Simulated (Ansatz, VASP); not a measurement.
# One calculation of ZnAu, two programs

```
Zn Au
1.0
     3.09540    0.00000    0.00000
     0.00000    3.09540    0.00000
     0.00000    0.00000    3.09540
Zn Au
1 1
Direct
  0.50000 0.50000 0.50000
  0.00000 0.00000 0.00000
```

Alike in both runs: functional LDA; k mesh 14 × 14 × 14; occupations gaussian, width 0.1 eV; no spin polarisation.

Ansatz relaxed the structure, and its values are those at the end. VASP's run is a single point on that final structure, the one shown.

```csv
,VASP,Ansatz
version,VASP 6.6.1,Ansatz 0.2.0
potentials or method,"VASP PAW LDA potentials, release 64 (Zn, Au)","scalar-relativistic, plane waves, PAW"
plane-wave cutoff (eV),520,420
valence electrons in the cell,23,31
```

|  | VASP | Ansatz | Ansatz less VASP |
| --- | --- | --- | --- |
| gap on the k mesh at the Fermi level (eV) | none | none | - |
| pressure (GPa) | 0.7 | 0.0 | -0.67 |

A gap of «none» marks a metal or a gap that the smearing closes. The two sets of potentials don't hold the same shells in valence.

Spin-orbit coupling is left out, which matters for the levels of Au.
